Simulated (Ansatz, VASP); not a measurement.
One calculation of Ti, two programs

File INCAR:

```
SYSTEM = Ti
PREC     = Accurate       ! precision mode
ENCUT    = 520            ! plane-wave cutoff, eV
EDIFF    = 1E-7           ! SCF threshold, eV
ISMEAR   = -1             ! smearing method
SIGMA    = 0.1            ! smearing width, eV
LREAL    = .False.        ! projectors in reciprocal space
LASPH    = .True.         ! aspherical terms in the spheres
NELM     = 100            ! most SCF steps
ALGO     = Normal         ! electronic algorithm
ISIF     = 2              ! what is computed and relaxed
LWAVE    = .False.        ! write WAVECAR
LCHARG   = .False.        ! write CHGCAR
GGA      = PS             ! functional
NBANDS   = 25             ! bands
```

KPOINTS

```
regular mesh
0
Gamma
  7 7 10
  0 0 0
```

The input POSCAR:

```
Ti
1.0
    4.6000000000      0.0000000000      0.0000000000
   -2.3000000000      3.9837200000      0.0000000000
    0.0000000000      0.0000000000      2.8200000000
Ti
3
Direct
    0.0000000000      0.0000000000      0.0000000000
    0.3333333333      0.6666666667      0.5000000000
    0.6666666667      0.3333333333      0.5000000000
```

Input for Ansatz:

```yaml
crystal:
  lattice:
    - [4.6, 0.0, 0.0]
    - [-2.3, 3.98372, 0.0]
    - [0.0, 0.0, 2.82]
  atoms:
    - { symbol: Ti, position: [0.0, 0.0, 0.0] }
    - { symbol: Ti, position: [0.3333333333333333, 0.6666666666666666, 0.5] }
    - { symbol: Ti, position: [0.6666666666666666, 0.3333333333333333, 0.5] }
kpoints:
  mp_grid:
    grid: [7, 7, 10]
hamiltonian:
  xc: pbesol
  pseudopotentials:
    kind: paw
scf:
  occupations:
    method: fermi_dirac
    width: 0.1
output:
  forces: true
  stress: true
  eigenvalues: true
```

This isn't the form of Ti at room conditions, which is hcp.

Alike in both runs: task single point; functional PBEsol; k mesh 7 × 7 × 10; occupations fermi-dirac, width 0.1 eV; no spin polarisation.

|  | VASP | Ansatz |
| --- | --- | --- |
| version | VASP 6.6.1 | Ansatz 0.2.0 |
| potentials or method | VASP PAW PBE potentials, release 64 (Ti_sv) | plane waves, PAW |
| plane-wave cutoff (eV) | 520 | 420 |
| valence electrons in the cell | 36 | 36 |

```tsv
	VASP	Ansatz	Ansatz less VASP
gap on the k mesh at the Fermi level (eV)	none	none	-
pressure (GPa)	-5.0	-4.8	+0.18
largest component of the traceless stress (GPa)	1.17	1.17	0.000
```

A gap of «none» marks a metal or a gap that the smearing closes.

Caveats: the PAW data sets were made with another functional, which shifts forces and pressure a little (VASP).
